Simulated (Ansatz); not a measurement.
# TiCo (Pm-3m) in Ansatz: further runs

One crystal, TiCo, is run at these levels: LDA; tasks: single point, equation of state.

All numbers are computed with Ansatz 0.2.0; they aren't measurements. Logs are shortened: lines on timing, memory, paths and dates and some standing lists are left out, and cuts for length are marked.

## Step 1: The crystal as given

Symmetry: Pm-3m, No. 221, cubic system. The conventional cell has a = 2.986 Å, b = 2.986 Å, c = 2.986 Å, α = 90.00°, β = 90.00°, γ = 90.00°. Co (site symmetry m-3m) is surrounded by 8 Ti at 2.59 Å. Ti (site symmetry m-3m) has 8 Co at 2.59 Å as nearest neighbours.

The cell comes from a database or a generator and needn't be the stable form of this composition.

## Step 2: Single point, LDA, collinear spin, ferromagnetic start, 12.51 Å³/atom (volume scaled by 0.94)

input.yaml reads:

```yaml
crystal:
  lattice:
    - [2.9251528449, 0.0, 0.0]
    - [0.0, 2.9251528449, 0.0]
    - [0.0, 0.0, 2.9251528449]
  atoms:
    - { symbol: Co, position: [0.5, 0.5, 0.5], spin: 2.0 }
    - { symbol: Ti, position: [0.0, 0.0, 0.0], spin: 1.0 }
kpoints:
  mp_grid: { grid: [9, 9, 9] }
scf:
  occupations: { method: fermi_dirac, width: 0.05 }
hamiltonian:
  xc: lda
  pseudopotentials: { kind: all_electron, lapw: { basis_error: 0.001 } }
magnetization:
  spin_polarized: true
output:
  forces: true
  stress: true
  eigenvalues: true
```

Potentials or basis: all-electron LAPW, scalar-relativistic.

Run with:

```sh
$ ansatz run input.yaml --threads 2 --pin off --max-ram 6144MiB --backend cpu --events-out ev --progress --plain --runs-dir out
```

Log:

```text
Warning: RAYON_NUM_THREADS=2 ignored (pool sized by the plan → 2); use --threads N
LAPW: plane waves up to 8.742 Å⁻¹, error target 1.0e-3 eV per atom; small_component_spin mean_spin; Ti in spheres of 1.258 Å, 12 of its electrons in bands, Dirac shells []; Co in spheres of 1.276 Å, 17 of its electrons in bands, Dirac shells [] (how accurate: hamiltonian.pseudopotentials.lapw.basis_error, Limitations)
Engine: ansatz 0.2.0, x86_64-unknown-linux-gnu
Pseudopotentials: kind: all_electron
Pseudopotential: Co, LAPW, valence charge 17, lapw/all_electron/scalar/gaussian/Co, Koelling and Harmon's equation, gaussian nucleus
Pseudopotential: Ti, LAPW, valence charge 12, lapw/all_electron/scalar/gaussian/Ti, Koelling and Harmon's equation, gaussian nucleus
Functional definition: SPW92
  exchange = slater_x
  correlation = pw_c
Crystal: 2 atoms, lattice volume = 25.029 Å³
Basis set: ecut = 291.1660380606879 eV, 257 PW (Γ), exchange–correlation at level 2
Bands: 20, of which v1, the nominal top of the filled ones, is band 15 counted from 1 (14 counted from 0)
Symmetry: 48 space group operations
Space group: Pm-3m (ITA 221), of the structure as read, at distance tolerance 2.9e-5 Å
Magnetic group: BNS 221.92 (UNI 1594), of the structure as read, at distance tolerance 2.9e-5 Å
k-points: 35 of 729
Non-local potential: Co, projectors of the file, none
Non-local potential: Ti, projectors of the file, none
Initial density: superposition of atomic densities (chi_scale 0.1, normalization cell)
Starting moments: Σ|m| = 3 μB on 2 of 2 sites
Initial wavefunctions: plane waves of lowest kinetic energy (no species holds an atomic orbital)
Functional: x = slater, c = lda
iter 1 solved again at ethr=2.78e-3 eV; its pass at ethr=1.00e-1 eV (dr2=8.06e-1 eV) is discarded
SCF iter   1: F=—  HF=-61039.551234 eV  |F-HF|=—  |Δ(HF+E_count)|=         —  Δρ=5.98e-2 (↑5.54e-2 ↓5.98e-2)  dr2=8.06e-1  dr2_m=6.46e-1  M=0.685 μB ∫|m|=0.694 μB  β_m=0.30  ethr=2.78e-3  ⟨swp⟩=2.0  Hψ=9537  notcnv=0
Mixer restart at iter 1: flushing history
preconditioner: auto → none  [metal: Δε(μ)=0.019 eV  Ē_g=14.262 eV  σ=0.050 eV  W_gap=0.09  n_scr=6 (ndim 8)  ℏωp=32.4 eV  f_vac=0.000  D(μ)=1.94/eV (n_scr^D=26)  sad-step TF]
SCF iter   2: F=—  HF=-61039.337564 eV  |F-HF|=—  |Δ(HF+E_count)|=   2.14e-1  Δρ=3.98e-2 (↑3.87e-2 ↓3.98e-2)  dr2=2.08e-1  dr2_m=3.24e-1  M=0.660 μB ∫|m|=0.683 μB  β_m=0.59  ethr=2.78e-3  ⟨swp⟩=2.1  Hψ=4344  notcnv=0
SCF iter   3: F=—  HF=-61039.572317 eV  |F-HF|=—  |Δ(HF+E_count)|=   2.35e-1  Δρ=3.45e-2 (↑2.21e-2 ↓3.45e-2)  dr2=1.11e0  dr2_m=4.16e-2  M=0.314 μB ∫|m|=0.370 μB  β_m=0.46  ethr=7.18e-4  ⟨swp⟩=3.0  Hψ=4606  notcnv=0
iter 4 solved again at ethr=3.08e-5 eV; its pass at ethr=7.18e-4 eV (dr2=8.94e-3 eV) is discarded
SCF iter   4: F=—  HF=-61039.263336 eV  |F-HF|=—  |Δ(HF+E_count)|=   3.09e-1  Δρ=4.13e-3 (↑3.41e-3 ↓4.13e-3)  dr2=8.97e-3  dr2_m=1.31e-4  M=0.474 μB ∫|m|=0.542 μB  β_m=0.42  ethr=3.08e-5  ⟨swp⟩=2.0  Hψ=7428  notcnv=0
SCF iter   5: F=—  HF=-61039.258986 eV  |F-HF|=—  |Δ(HF+E_count)|=         —  Δρ=1.68e-3 (↑1.40e-3 ↓1.68e-3)  dr2=6.62e-4  dr2_m=2.23e-4  M=0.445 μB ∫|m|=0.507 μB  β_m=0.59  ethr=3.08e-5  ⟨swp⟩=2.7  Hψ=4089  notcnv=0
the basis was enlarged: its passes take 1.1 MiB over the memory plan, 2 of 2 planned eigensolver slots
SCF iter   6: F=—  HF=-61039.262276 eV  |F-HF|=—  |Δ(HF+E_count)|=   3.29e-3  Δρ=3.69e-4 (↑3.69e-4 ↓2.59e-4)  dr2=8.40e-5  dr2_m=8.46e-6  M=0.441 μB ∫|m|=0.495 μB  β_m=0.76  ethr=2.28e-6  ⟨swp⟩=3.0  Hψ=4353  notcnv=0
SCF iter   7: F=—  HF=-61039.262461 eV  |F-HF|=—  |Δ(HF+E_count)|=   1.85e-4  Δρ=1.19e-4 (↑1.19e-4 ↓5.98e-5)  dr2=2.75e-6  dr2_m=1.60e-6  M=0.440 μB ∫|m|=0.491 μB  β_m=0.88  ethr=2.90e-7  ⟨swp⟩=2.2  Hψ=4011  notcnv=0
SCF iter   8: F=—  HF=-61039.262467 eV  |F-HF|=—  |Δ(HF+E_count)|=   5.85e-6  Δρ=9.69e-5 (↑2.36e-5 ↓9.69e-5)  dr2=5.54e-6  dr2_m=3.36e-7  M=0.438 μB ∫|m|=0.488 μB  β_m=0.94  ethr=9.47e-9  ⟨swp⟩=3.0  Hψ=4390  notcnv=0
SCF iter   9: F=—  HF=-61039.262466 eV  |F-HF|=—  |Δ(HF+E_count)|=   1.42e-6  Δρ=1.50e-5 (↑1.50e-5 ↓7.40e-6)  dr2=1.90e-7  dr2_m=5.67e-9  M=0.439 μB ∫|m|=0.488 μB  β_m=0.88  ethr=9.47e-9  ⟨swp⟩=2.2  Hψ=4011  notcnv=0
SCF iter  10: F=—  HF=-61039.262466 eV  |F-HF|=—  |Δ(HF+E_count)|=   9.62e-8  Δρ=1.92e-6 (↑1.44e-6 ↓1.92e-6)  dr2=6.94e-10  dr2_m=5.62e-10  M=0.439 μB ∫|m|=0.488 μB  β_m=0.91  ethr=6.56e-10  ⟨swp⟩=2.1  Hψ=4002  notcnv=0
SCF iter  11: F=-61039.262466 eV  HF=-61039.262466 eV  |F-HF|=2.14e-8  |Δ(HF+E_count)|=   2.67e-9  Δρ=2.50e-6 (↑1.56e-6 ↓2.50e-6)  dr2=6.35e-9  dr2_m=1.08e-10  M=0.439 μB ∫|m|=0.488 μB  ethr=2.39e-12  ⟨swp⟩=2.7  Hψ=4138  notcnv=0
SCF 1 converged in 11 iterations: F = -61039.262466 eV  dr2 = 6.35e-9
SCF converged after 11 iterations
Magnetization: 0.4386 μB (14.7193 up, 14.2807 down)
Absolute magnetization: 0.4882 μB (∫|ρ↑−ρ↓|)
Spin contamination: 0.0155 ħ² per cell (⟨S²⟩ above its minimum at these occupations)
Per-site moments (μB) at R_I (Å): [(0.4553441616260674, 1.275707883836629), (-0.0027578870369122654, 1.2575487520506268)]
Free energy (F): -61039.262466 eV
Harris-Foulkes:  -61039.262466 eV  (|F-HF|=2.14e-8)
Internal energy: -61039.245257 eV  (E = F + TS)
E sigma→0 (E₀):  -61039.253861 eV
Entropy (-TS):   -0.017209 eV (-8.605 meV/atom)
Fermi energy:    17.977832 eV
--- Per-component energies (eV) ---
  E_band       = -359.359405
  E_kinetic    = 61794.603208
  E_xc         = -2658.938956
  E_electrostatic = -120174.909508  (all electrons and nuclei)
  E_smearing   = -0.017209  (= −TS)
  E_closure    = 0.000000  (closes the sum)
  E_atoms      = -61021.401402  (free atoms, spherical and without spin; not in F)
  Σ components = -61039.262466   (vs F -61039.262466, Δ=0.00e0)
  Basis errors (estimates in eV, not in F): energy 2.1e-4 per atom: plane waves 1.8e-4 (9.3e-5 summed), levels above the bands 6.1e-73, relativity 5.1e-9, radial functions 3.1e-5, core shells 1.4e-6; eigenvalues (radial functions only) 1.9e-6; not estimated: angular momenta, meshes, grids; target (lapw.basis_error) 1.0e-3; muffin-tin radii Ti 1.258 Å, Co 1.276 Å
--- Forces (eV/Å), atoms counted from 1 ---
  atom   1  Co    -0.00000000     0.00000000    -0.00000000
  atom   2  Ti    -0.00000000     0.00000000     0.00000000
  max |Σ_I F_I| component: 8.02e-30 eV/Å
--- Stress (GPa, compression-positive) ---
       -4.506647      -0.000000       0.000000
       -0.000000      -4.506647       0.000000
        0.000000       0.000000      -4.506647
  P = ⅓ Tr σ = -4.5066 GPa (-45.066 kbar)
--- Band table (eV; the first three rows and the last of 70) ---
  k-point 0 ↑: bands = ["-76.5739", "-40.2660", "-40.2660", "-40.2660", "-38.4765", "-14.8702", "-14.8702", "-14.8702", "10.0784", "13.7143", "13.7143", "16.2370", "16.2370", "16.2370", "18.6679", "18.6679", "20.9003", "20.9003", "20.9003", "27.3339"]
  k-point 1 ↑: bands = ["-76.5736", "-40.2718", "-40.2656", "-40.2656", "-38.4690", "-14.9164", "-14.8671", "-14.8671", "10.3364", "13.8271", "13.8395", "16.2195", "16.2195", "16.2830", "18.5349", "18.7187", "20.5450", "20.5450", "20.8414", "26.2443"]
  k-point 2 ↑: bands = ["-76.5730", "-40.2863", "-40.2647", "-40.2647", "-38.4503", "-15.0320", "-14.8593", "-14.8593", "11.0726", "14.1421", "14.1484", "16.1828", "16.1828", "16.4053", "18.1596", "18.7808", "19.7978", "19.7978", "20.6866", "24.2603"]
  k-point 34 ↓: bands = ["-76.0607", "-39.8001", "-39.7999", "-39.7999", "-38.3536", "-15.1475", "-15.1475", "-15.1474", "15.2735", "15.4639", "15.4639", "15.7830", "15.7830", "15.7878", "17.6948", "17.6948", "21.1916", "21.1916", "25.3803", "25.9333"]
```

Wall time 3.4 s (2 threads of AMD EPYC 9R45 (Zen 5), shared host); peak memory 0.46 GiB.

What came out:

```yaml
Free_energy: -61039.2625 eV
Pressure: -4.5 GPa
Band_gap_on_the_k_mesh: none (metal or under the smearing width)
Net_moment: 0.44 μB per cell
Absolute_moment: 0.49 μB per cell
Site_moments: Co +0.46; Ti -0.00 μB
```

## Step 3: Single point, LDA, collinear spin, ferromagnetic start, 12.78 Å³/atom (volume scaled by 0.96)

input.yaml, as its differences from that of step 2:

```diff
@@ -2,5 +2,5 @@
   lattice:
-    - [2.9251528449, 0.0, 0.0]
-    - [0.0, 2.9251528449, 0.0]
-    - [0.0, 0.0, 2.9251528449]
+    - [2.9457531915, 0.0, 0.0]
+    - [0.0, 2.9457531915, 0.0]
+    - [0.0, 0.0, 2.9457531915]
   atoms:
```

Potentials or basis: all-electron LAPW, scalar-relativistic.

Run with:

```sh
$ ansatz run input.yaml --threads 2 --pin off --max-ram 6144MiB --backend cpu --events-out ev --progress --plain --runs-dir out
```

Run time: 3.6 s. Hardware: 2 threads of AMD EPYC 9R45 (Zen 5), shared host; peak memory 0.45 GiB.

Results (log left out):

* Free energy: -61039.2410 eV
* Pressure: -8.3 GPa
* Band gap on the k mesh: none (metal or under the smearing width)
* Net moment: 0.46 μB per cell
* Absolute moment: 0.52 μB per cell
* Site moments: Co +0.48; Ti -0.01 μB

## Step 4: Single point, LDA, collinear spin, ferromagnetic start, 13.05 Å³/atom (volume scaled by 0.98)

input.yaml, as its differences from that of step 3:

```diff
@@ -2,5 +2,5 @@
   lattice:
-    - [2.9457531915, 0.0, 0.0]
-    - [0.0, 2.9457531915, 0.0]
-    - [0.0, 0.0, 2.9457531915]
+    - [2.9660693728, 0.0, 0.0]
+    - [0.0, 2.9660693728, 0.0]
+    - [0.0, 0.0, 2.9660693728]
   atoms:
```

Run with:

```sh
$ ansatz run input.yaml --threads 2 --pin off --max-ram 6144MiB --backend cpu --events-out ev --progress --plain --runs-dir out
```

Wall time 3.9 s (2 threads of AMD EPYC 9R45 (Zen 5), shared host); peak memory 0.45 GiB.

The run converged. Its results:

```
Free energy            : -61039.2077 eV
Pressure               : -11.7 GPa
Band gap on the k mesh : none (metal or under the smearing width)
Net moment             : 0.47 μB per cell
Absolute moment        : 0.55 μB per cell
Site moments           : Co +0.51; Ti -0.02 μB
```

## Step 5: Single point, LDA, collinear spin, ferromagnetic start, 13.31 Å³/atom

input.yaml, as its differences from that of step 4:

```diff
@@ -2,5 +2,5 @@
   lattice:
-    - [2.9660693728, 0.0, 0.0]
-    - [0.0, 2.9660693728, 0.0]
-    - [0.0, 0.0, 2.9660693728]
+    - [2.98611099, 0.0, 0.0]
+    - [0.0, 2.98611099, 0.0]
+    - [0.0, 0.0, 2.98611099]
   atoms:
```

Run with:

```sh
$ ansatz run input.yaml --threads 2 --pin off --max-ram 6144MiB --backend cpu --events-out ev --progress --plain --runs-dir out
```

Wall time 3.5 s (2 threads of AMD EPYC 9R45 (Zen 5), shared host); peak memory 0.46 GiB.

It converged, with:

| Quantity | Value |
| --- | --- |
| Free energy | -61039.1636 eV |
| Pressure | -14.7 GPa |
| Band gap on the k mesh | none (metal or under the smearing width) |
| Net moment | 0.49 μB per cell |
| Absolute moment | 0.59 μB per cell |
| Site moments | Co +0.54; Ti -0.02 μB |

## Step 6: Single point, LDA, collinear spin, ferromagnetic start, 13.58 Å³/atom (volume scaled by 1.02)

input.yaml, as its differences from that of step 5:

```diff
@@ -2,5 +2,5 @@
   lattice:
-    - [2.98611099, 0.0, 0.0]
-    - [0.0, 2.98611099, 0.0]
-    - [0.0, 0.0, 2.98611099]
+    - [3.0058871358, 0.0, 0.0]
+    - [0.0, 3.0058871358, 0.0]
+    - [0.0, 0.0, 3.0058871358]
   atoms:
```

Potentials or basis: all-electron LAPW, scalar-relativistic.

Run with:

```sh
$ ansatz run input.yaml --threads 2 --pin off --max-ram 6144MiB --backend cpu --events-out ev --progress --plain --runs-dir out
```

It took 3.8 s on 2 threads of AMD EPYC 9R45 (Zen 5), shared host; peak memory 0.45 GiB.

The run converged. Its results:

- Free energy: -61039.1100 eV
- Pressure: -17.4 GPa
- Band gap on the k mesh: none (metal or under the smearing width)
- Net moment: 0.51 μB per cell
- Absolute moment: 0.63 μB per cell
- Site moments: Co +0.57; Ti -0.03 μB

## Step 7: Single point, LDA, collinear spin, ferromagnetic start, 13.85 Å³/atom (volume scaled by 1.04)

input.yaml, as its differences from that of step 6:

```diff
@@ -2,5 +2,5 @@
   lattice:
-    - [3.0058871358, 0.0, 0.0]
-    - [0.0, 3.0058871358, 0.0]
-    - [0.0, 0.0, 3.0058871358]
+    - [3.0254064304, 0.0, 0.0]
+    - [0.0, 3.0254064304, 0.0]
+    - [0.0, 0.0, 3.0254064304]
   atoms:
```

Run with:

```sh
$ ansatz run input.yaml --threads 2 --pin off --max-ram 6144MiB --backend cpu --events-out ev --progress --plain --runs-dir out
```

It took 4 s on 2 threads of AMD EPYC 9R45 (Zen 5), shared host; peak memory 0.46 GiB.

The run converged. Its results:

```
Free energy            : -61039.0480 eV
Pressure               : -19.8 GPa
Band gap on the k mesh : none (metal or under the smearing width)
Net moment             : 0.53 μB per cell
Absolute moment        : 0.67 μB per cell
Site moments           : Co +0.60; Ti -0.04 μB
```

## Step 8: Single point, LDA, collinear spin, ferromagnetic start, 14.11 Å³/atom (volume scaled by 1.06)

input.yaml, as its differences from that of step 7:

```diff
@@ -2,5 +2,5 @@
   lattice:
-    - [3.0254064304, 0.0, 0.0]
-    - [0.0, 3.0254064304, 0.0]
-    - [0.0, 0.0, 3.0254064304]
+    - [3.0446770546, 0.0, 0.0]
+    - [0.0, 3.0446770546, 0.0]
+    - [0.0, 0.0, 3.0446770546]
   atoms:
```

Run with:

```sh
$ ansatz run input.yaml --threads 2 --pin off --max-ram 6144MiB --backend cpu --events-out ev --progress --plain --runs-dir out
```

It took 3.8 s on 2 threads of AMD EPYC 9R45 (Zen 5), shared host; peak memory 0.45 GiB.

The run converged. Its results:

```yaml
Free_energy: -61038.9785 eV
Pressure: -21.9 GPa
Band_gap_on_the_k_mesh: none (metal or under the smearing width)
Net_moment: 0.56 μB per cell
Absolute_moment: 0.72 μB per cell
Site_moments: Co +0.64; Ti -0.05 μB
```

## Step 9: Equation of state, LDA, collinear spin, ferromagnetic start

Potentials or basis: all-electron LAPW, scalar-relativistic.

No new run: the results of the series are fitted here.

What came out:

- Equilibrium volume: 12.24 Å³/atom (rough: see the caveat)
- Bulk modulus: 210 GPa (rough)

Energy against volume, from the lowest point:
| volume (Å³/atom) | energy (meV/atom) |
| --- | --- |
| 12.515 | 0.00 |
| 12.781 | 10.71 |
| 13.047 | 27.41 |
| 13.313 | 49.44 |
| 13.580 | 76.22 |
| 13.846 | 107.23 |
| 14.112 | 141.97 |

Caveat: the minimum lies outside the volumes run.
